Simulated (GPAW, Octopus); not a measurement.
This is a calculation of MnS for Octopus 16.4. The cell is a database's computed one, not the measured one.

Contents of inp:

```
CalculationMode = gs
UnitsOutput = eV_Angstrom
PeriodicDimensions = 3
ExperimentalFeatures = yes
PseudopotentialSet = pseudodojo_pbesol
%LatticeParameters
 1*angstrom | 1*angstrom | 1*angstrom
%
%LatticeVectors
 0 | 2.4734634191 | 2.4734634191
 2.4734634191 | 0 | 2.4734634191
 2.4734634191 | 2.4734634191 | 0
%
%ReducedCoordinates
 "Mn" | 0 | 0 | 0
 "S" | 0.75 | 0.75 | 0.75
%
%Spacing
 0.12492877*angstrom | 0.12492877*angstrom | 0.12492877*angstrom
%
DerivativesOrder = 8
%KPointsGrid
 9 | 9 | 9
%
KPointsUseSymmetries = yes
XCFunctional = gga_x_pbe_sol + gga_c_pbe_sol
SpinComponents = polarized
KPointsUseTimeReversal = no
GuessMagnetDensity = user_defined
%AtomsMagnetDirection
 4.0
 0.0
%
SmearingFunction = fermi_dirac
Smearing = 0.05*eV
ExtraStates = 11
Eigensolver = chebyshev_filter
ConvRelDens = 3e-7
MaximumIter = 120
```

Potentials or basis: pseudodojo_pbesol (PseudoDojo 0.4, PBEsol).

Launch:

```sh
$ OMP_NUM_THREADS=1 octopus > out.log
```

Problem. Set up the same calculation for GPAW 26.7.0 (ASE script). Potentials or basis there: PAW data sets generated for this functional, cutoff 600 eV.

Solution. As run (cutoffs and basis follow the program's own potentials, and thresholds, step limits or extra output files can differ):

run.py

```python
from ase import Atoms
from ase.dft.bandgap import bandgap
from ase.io import write
from ase.units import Bohr, GPa
from gpaw import GPAW, PW, setup_paths
from gpaw.elf import elf_from_dft_calculation

setup_paths.insert(0, '.')

atoms = Atoms(['Mn', 'S'],
              cell=[[0.0, 2.4734634191, 2.4734634191],
                    [2.4734634191, 0.0, 2.4734634191],
                    [2.4734634191, 2.4734634191, 0.0]],
              scaled_positions=[[0.0, 0.0, 0.0],
                                [0.75, 0.75, 0.75]],
              pbc=True)
atoms.set_initial_magnetic_moments([4.0, 0.0])

calc = GPAW(mode=PW(600),
            xc='PBEsol',
            kpts={'size': (9, 9, 9), 'gamma': True},
            occupations={'name': 'fermi-dirac', 'width': 0.05},
            nbands=21,
            convergence={'density': 1e-05, 'energy': 1e-05},
            maxiter=150,
            txt='gpaw.txt')
atoms.calc = calc
energy = atoms.get_potential_energy()
forces = atoms.get_forces()
stress = atoms.get_stress()
calc.write('gs.gpw')
write('result.traj', atoms)
print(f'Energy: {energy:.6f} eV')
print('Forces (eV/A):')
print(forces.round(4))
print('Stress (GPa):', (stress / GPa).round(3))
print('Moments:', calc.get_magnetic_moments().round(3))
print('Fermi level:', round(calc.get_fermi_level(), 4), 'eV')
print(f'Gap: {bandgap(calc)[0]:.4f} eV, direct: {bandgap(calc, direct=True)[0]:.4f} eV')

# fields on the real-space grid
write('density.cube', atoms, data=calc.get_pseudo_density() * Bohr**3)
write('potential.cube', atoms, data=calc.get_electrostatic_potential())
write('spin.cube', atoms, data=(calc.get_pseudo_density(spin=0) - calc.get_pseudo_density(spin=1)) * Bohr**3)
write('elf.cube', atoms, data=elf_from_dft_calculation(calc).data)
```

Potentials or basis: PAW data sets generated in the run's folder for this functional, pw.

Launch:

```bash
$ gpaw-setup -f PBEsol Mn S
$ OMP_NUM_THREADS=1 python run.py
```

Both were run:

|  | Octopus | GPAW |
| --- | --- | --- |
| Net moment | 0.28 μB per cell | 0.22 μB per cell |

The magnetic state is the one that the start led to; the real crystal's order can differ.
